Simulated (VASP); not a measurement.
# Sb (I4/mmm) in VASP: further runs, part 2 of 2

VASP 6.6.1. The steps go on from the part before.

## 3. Single point, r2SCAN

INCAR

```
ADDGRID = False
ALGO = Normal
EDIFF = 1E-4
ENCUT = 500
ISIF = 2
ISMEAR = 0
LASPH = True
LCHARG = False
LMIXTAU = True
LREAL = False
LWAVE = False
METAGGA = R2SCAN
NBANDS = 8
NELM = 100
PREC = Accurate
SIGMA = 0.05
```

KPOINTS

```
k-points
0
Gamma
  7 7 7
```

POSCAR

```
Sb
1.0
   -1.5638750000      1.6131910000      2.7402030000
    1.6104090000     -1.5604430000      2.7365900000
    1.5281950000      1.5247630000     -2.7095380000
Sb
1
Direct
    0.0004760000      0.0218010000      0.0165680000
```

Potentials or basis: VASP PAW PBE potentials, release 64 (Sb).

On the command line:

```
> cat potpaw_PBE.64/Sb/POTCAR > POTCAR
> mpirun -np 1 vasp_std > vasp.out
```

OUTCAR:

```text
EDIFF = 1E-4
   ENCUT = 500
   ISIF = 2
   ISMEAR = 0
   LASPH = True
   LREAL = False
   METAGGA = R2SCAN
   NELM = 100
   PREC = Accurate

 Found    172 irreducible k-points:

 Following reciprocal coordinates:
            Coordinates               Weight
  0.000000  0.000000  0.000000      1.000000
  0.142857 -0.000000  0.000000      2.000000
  0.285714  0.000000  0.000000      2.000000
  0.428571  0.000000  0.000000      2.000000
 -0.000000  0.142857 -0.000000      2.000000
  0.142857  0.142857  0.000000      2.000000
   k-points           NKPTS =    172   k-points in BZ     NKDIM =    172   number of bands    NBANDS=      8
   number of dos      NEDOS =    301   number of ions     NIONS =      1
   total plane-waves  NPLWV =  21952
   dimension x,y,z NGX =    28 NGY =   28 NGZ =   28
   dimension x,y,z NGXF=    56 NGYF=   56 NGZF=   56
   ions per type =               1
   NGX,Y,Z   is equivalent  to a cutoff of  13.14, 13.16, 13.44 a.u.
   NGXF,Y,Z  is equivalent  to a cutoff of  26.27, 26.31, 26.87 a.u.
 SYSTEM =  unknown system
   PREC   = accura    normal or accurate (medium, high low for compatibility)
   ISTART =      0    job   : 0-new  1-cont  2-samecut
   ICHARG =      2    charge: 1-file 2-atom 10-const
   ISPIN  =      1    spin polarized calculation?
   LNONCOLLINEAR =      F non collinear calculations
   LSORBIT =      F    spin-orbit coupling
   LASPH  =      T    aspherical Exc in radial PAW
   ENCUT  =  500.0 eV  36.75 Ry    6.06 a.u.   6.46  6.45  6.32*2*pi/ulx,y,z
   NELM   =    100;   NELMIN=  2; NELMDL= -5     # of ELM steps
   EDIFF  = 0.1E-03   stopping-criterion for ELM
   LREAL  =      F    real-space projection
   EDIFFG = 0.1E-02   stopping-criterion for IOM
   NSW    =      0    number of steps for IOM
   IBRION =     -1    ionic relax: 0-MD 1-quasi-New 2-CG
   NFREE  =      0    steps in history (QN), initial steepest desc. (CG)
   ISIF   =      2    stress and relaxation
   ISYM   =      2    0-nonsym 1-usesym 2-fastsym
   POTIM  = 0.5000    time-step for ionic-motion
   TEBEG  =    0.0;   TEEND  =   0.0 temperature during run
   PSTRESS=    0.0 pullay stress
   NELECT =       5.0000    total number of electrons
   NUPDOWN=      -1.0000    fix difference up-down
   EMIN   =  10.00;   EMAX   =-10.00  energy-range for DOS
   EFERMI =   0.00;   METHOD = LEGACY
   ISMEAR =     0;   SIGMA  =   0.05  broadening in eV -4-tet -1-fermi 0-gaus
   EFERMI_NEDOS =   21; number of points for ismear=-14 and -15
   IALGO  =     38    algorithm
   IMIX   =      4    mixing-type and parameters
     AMIX     =   0.40;   BMIX     =  1.00
     AMIX_MAG =   1.60;   BMIX_MAG =  1.00
  volume/ion in A,a.u.               =      26.96       181.95
  Fermi-wavevector in a.u.,A,eV,Ry     =   0.933573  1.764197 11.858272  0.871558
  Thomas-Fermi vector in A             =   2.060288
   LORBIT       =      0    0 simple, 1 ext, 2 COOP (PROOUT), +10 PAW based schemes
   METAGGA = R2SCAN    functional components
   LHFCALC =     F    Hartree Fock is set to
   AEXX    =    0.0000 exact exchange contribution
   IVDW    =     0    specifies the selected vdW correction
   LEPSILON=     F    determine dielectric tensor
   LRPA    =     F    only Hartree local field effects (RPA)
 non-spin polarized calculation
 Gauss-broadening in eV      SIGMA  =   0.05
  energy-cutoff  :      500.00
  volume of cell :       26.96
 maximum number of plane-waves:       701
 NGX is ok and might be reduce to    28
   NGX = 13   NGY = 13   NGZ = 13

 number of electron       5.0000000 magnetization

 Free energy of the ion-electron system (eV)
  ---------------------------------------------------
  ext. energy  EPLUGINS =         0.00000000
  ---------------------------------------------------
  free energy    TOTEN  =       -25.24281424 eV

  energy without entropy =      -25.24203748  energy(sigma->0) =      -25.24242586

 E-fermi :   8.3947     XC(G=0): -10.7744

 val. band max:        8.3738297185   @ k =   0.4286   0.1429   0.1429
 cond. band min:       8.4251214600   @ k =   0.0000   0.1429   0.4286
 fundamental gap:      0.0512917415
 Fermi energy:         8.3947072383

 k-point     1 :       0.0000    0.0000    0.0000
  band No.  band energies     occupation
      1      -5.1283      2.00000
      2      13.1639      0.00000
      3      14.2060      0.00000
      4      14.2645      0.00000
      5      18.1230      0.00000
      6      19.3537      0.00000
      7      19.7579      0.00000
      8      19.9566      0.00000
[... 45 lines left out ...]
 k-point     6 :       0.1429    0.1429    0.0000
  band No.  band energies     occupation
      1      -4.0749      2.00000
      2       9.6819      0.00000
      3      10.4801      0.00000
      4      12.3639      0.00000
      5      17.8578      0.00000
      6      18.4658      0.00000
      7      20.6218      0.00000
      8      21.7796      0.00000

 [... further k-points ...]

------------------------ aborting loop because EDIFF is reached ----------------------------------------

  FORCE on cell =-STRESS in cart. coord.  units (eV):
  Direction    XX          YY          ZZ          XY          YZ          ZX
  --------------------------------------------------------------------------------------
  -------------------------------------------------------------------------------------
  Total        0.1265184      0.1288850      0.7730765      0.1046936     -0.0259481     -0.0333386
  in kB        7.5182087      7.6588418     45.9391817      6.2212952     -1.5419365     -1.9811093
  external PRESSURE =      20.3720774 kB  Pullay stress =       0.0000000 kB

 VOLUME and BASIS-vectors are now :
 -----------------------------------------------------------------------------
  energy-cutoff  :      500.00
  volume of cell :       26.96
      direct lattice vectors                 reciprocal lattice vectors
    -1.563875000  1.613191000  2.740203000     0.002055809  0.316948054  0.179518554
     1.610409000 -1.560443000  2.736590000     0.317083613  0.001847581  0.179876686
     1.528195000  1.524763000 -2.709538000     0.322328449  0.322401118 -0.005843793

 POSITION                                       TOTAL-FORCE (eV/Angst)
 -----------------------------------------------------------------------------------
      0.05968     -0.00799      0.01607         0.000000     -0.000000      0.000000
 -----------------------------------------------------------------------------------
    total drift:                                0.000000      0.000000     -0.000000

  FREE ENERGIE OF THE ION-ELECTRON SYSTEM (eV)
  ---------------------------------------------------
  free  energy   TOTEN  =       -25.2428142385 eV

  energy  without entropy=      -25.2420374832  energy(sigma->0) =      -25.24242586
```

OSZICAR:

```text
N       E                     dE             d eps       ncg     rms          rms(c)
DAV:   1    -0.173963327105E+02   -0.17396E+02   -0.17070E+03  2784   0.411E+02
DAV:   2    -0.257715995190E+02   -0.83753E+01   -0.80375E+01  3920   0.526E+01
DAV:   3    -0.258600675024E+02   -0.88468E-01   -0.88344E-01  3232   0.617E+00
DAV:   4    -0.258603375076E+02   -0.27001E-03   -0.27000E-03  4304   0.424E-01
DAV:   5    -0.258603379334E+02   -0.42578E-06   -0.42552E-06  3480   0.109E-02    0.152E+00
DAV:   6    -0.251288018416E+02    0.73154E+00   -0.12309E-01  3136   0.259E+00    0.999E-01
DAV:   7    -0.253377619978E+02   -0.20896E+00   -0.10685E-01  2752   0.229E+00    0.113E-01
DAV:   8    -0.252425274430E+02    0.95235E-01   -0.62018E-02  3080   0.180E+00    0.789E-02
DAV:   9    -0.252406654382E+02    0.18620E-02   -0.74432E-04  3752   0.201E-01    0.988E-02
DAV:  10    -0.252411622420E+02   -0.49680E-03   -0.21004E-03  2976   0.325E-01    0.499E-02
DAV:  11    -0.252418906297E+02   -0.72839E-03   -0.82354E-04  3608   0.280E-01    0.550E-02
DAV:  12    -0.252425066048E+02   -0.61598E-03   -0.29330E-04  2856   0.126E-01    0.367E-02
DAV:  13    -0.252426823716E+02   -0.17577E-03   -0.11927E-04  2984   0.941E-02    0.213E-02
DAV:  14    -0.252428080632E+02   -0.12569E-03   -0.87124E-05  2736   0.909E-02    0.211E-03
DAV:  15    -0.252428142385E+02   -0.61753E-05   -0.72661E-06  1440   0.190E-02
   1 F= -.25242814E+02 E0= -.25242426E+02  d E =-.776755E-03
```

It took 2.1 min on 1 thread of Intel Xeon Platinum 8375C at 2.90GHz (Ice Lake), shared host; peak memory 0.18 GiB.

These settings aren't checked as converged: the numbers below hold their error.

Results:

```yaml
Free_energy: -25.2428 eV
Pressure: 2.0 GPa
Band_gap_on_the_k_mesh: none (metal or under the smearing width)
```

Caveat: the k mesh is coarse (spacing up to 0.41 Å⁻¹), so the values aren't converged; the PAW data sets were made with another functional, which shifts forces and pressure a little.

## 4. Single point, r2SCAN

Changes to INCAR since step 3:

```diff
@@ -2,4 +2,4 @@
 ALGO = Normal
-EDIFF = 1E-4
-ENCUT = 500
+EDIFF = 1E-6
+ENCUT = 600
 ISIF = 2
```

KPOINTS is that of step 3.

POSCAR

```
Sb
1.0
   -1.5765401831      1.5765401831      2.7119384313
    1.5765401831     -1.5765401831      2.7119384313
    1.5765401831      1.5765401831     -2.7119384313
Sb
1
Direct
    0.0000000000      0.0000000000      0.0000000000
```

Potentials or basis: VASP PAW PBE potentials, release 64 (Sb).

On the command line:

```
> cat potpaw_PBE.64/Sb/POTCAR > POTCAR
> mpirun -np 1 vasp_std > vasp.out
```

OUTCAR:

```text
EDIFF = 1E-6
   ENCUT = 600
   ISIF = 2
   ISMEAR = 0
   LASPH = True
   LREAL = False
   METAGGA = R2SCAN
   NELM = 100
   PREC = Accurate

 Found     40 irreducible k-points:

 Following reciprocal coordinates:
            Coordinates               Weight
  0.000000  0.000000  0.000000      1.000000
  0.142857  0.000000 -0.000000      8.000000
  0.285714  0.000000  0.000000      8.000000
  0.428571  0.000000 -0.000000      8.000000
  0.142857  0.142857 -0.000000      8.000000
  0.285714  0.142857  0.000000     16.000000
[... 141 lines left out ...]

------------------------ aborting loop because EDIFF is reached ----------------------------------------

  FORCE on cell =-STRESS in cart. coord.  units (eV):
  Direction    XX          YY          ZZ          XY          YZ          ZX
  --------------------------------------------------------------------------------------
  -------------------------------------------------------------------------------------
  Total        0.0465342      0.0465342      0.9052105      0.0000000     -0.0000000      0.0000000
  in kB        2.7652418      2.7652418     53.7910795      0.0000000     -0.0000000      0.0000000
  external PRESSURE =      19.7738544 kB  Pullay stress =       0.0000000 kB

 VOLUME and BASIS-vectors are now :
 -----------------------------------------------------------------------------
  energy-cutoff  :      600.00
  volume of cell :       26.96
      direct lattice vectors                 reciprocal lattice vectors
    -1.576540183  1.576540183  2.711938431     0.000000000  0.317150178  0.184369967
     1.576540183 -1.576540183  2.711938431     0.317150178  0.000000000  0.184369967
     1.576540183  1.576540183 -2.711938431     0.317150178  0.317150178  0.000000000

 POSITION                                       TOTAL-FORCE (eV/Angst)
 -----------------------------------------------------------------------------------
      0.00000      0.00000      0.00000        -0.000000      0.000000     -0.000000
 -----------------------------------------------------------------------------------
    total drift:                                0.000000      0.000000      0.000000

  FREE ENERGIE OF THE ION-ELECTRON SYSTEM (eV)
  ---------------------------------------------------
  free  energy   TOTEN  =       -25.2378251883 eV

  energy  without entropy=      -25.2372050364  energy(sigma->0) =      -25.23751511
```

OSZICAR:

```text
N       E                     dE             d eps       ncg     rms          rms(c)
DAV:   1    -0.152042756162E+02   -0.15204E+02   -0.20104E+03   656   0.491E+02
DAV:   2    -0.257348628267E+02   -0.10531E+02   -0.10301E+02   944   0.587E+01
DAV:   3    -0.258557567333E+02   -0.12089E+00   -0.12083E+00   752   0.696E+00
DAV:   4    -0.258560566032E+02   -0.29987E-03   -0.29987E-03  1024   0.438E-01
DAV:   5    -0.258560571006E+02   -0.49740E-06   -0.49776E-06   808   0.117E-02    0.150E+00
DAV:   6    -0.251209031927E+02    0.73515E+00   -0.12182E-01   720   0.264E+00    0.987E-01
DAV:   7    -0.253467487706E+02   -0.22585E+00   -0.10448E-01   664   0.231E+00    0.112E-01
DAV:   8    -0.252374575668E+02    0.10929E+00   -0.61152E-02   712   0.181E+00    0.776E-02
DAV:   9    -0.252345789127E+02    0.28787E-02   -0.86083E-04   824   0.219E-01    0.995E-02
DAV:  10    -0.252362622278E+02   -0.16833E-02   -0.25568E-03   728   0.361E-01    0.476E-02
DAV:  11    -0.252368511575E+02   -0.58893E-03   -0.85861E-04   776   0.304E-01    0.577E-02
DAV:  12    -0.252375391683E+02   -0.68801E-03   -0.23567E-04   680   0.124E-01    0.380E-02
DAV:  13    -0.252376983244E+02   -0.15916E-03   -0.73020E-05   768   0.729E-02    0.239E-02
DAV:  14    -0.252378165574E+02   -0.11823E-03   -0.13542E-04   688   0.110E-01    0.222E-03
DAV:  15    -0.252378243509E+02   -0.77934E-05   -0.61496E-06   808   0.185E-02    0.199E-03
DAV:  16    -0.252378251883E+02   -0.83744E-06   -0.63255E-07   672   0.804E-03
   1 F= -.25237825E+02 E0= -.25237515E+02  d E =-.620152E-03
```

Run time: 37 s. Hardware: 1 thread of Intel Xeon Platinum 8375C at 2.90GHz (Ice Lake), shared host; peak memory 0.17 GiB.

The run converged, but some of its settings lie outside the range that counts as converged, so its numbers aren't taken as properties of the crystal.

Results:

```yaml
Free_energy: -25.2378 eV
Pressure: 2.0 GPa
Band_gap_on_the_k_mesh: none (metal or under the smearing width)
```

Caveat: the k mesh is coarse (spacing up to 0.40 Å⁻¹), so the values aren't converged; the PAW data sets were made with another functional, which shifts forces and pressure a little.

## 5. The reference run

An earlier run on the cell as given: functional PBEsol; potentials or basis VASP PAW PBE potentials, release 64 (Sb); cutoff 520 eV; k mesh 12 × 12 × 12; occupations fermi-dirac, width 0.05 eV; no spin polarisation.

* Pressure: -1.3 GPa
* Band gap on the k mesh: none (metal or under the smearing width)
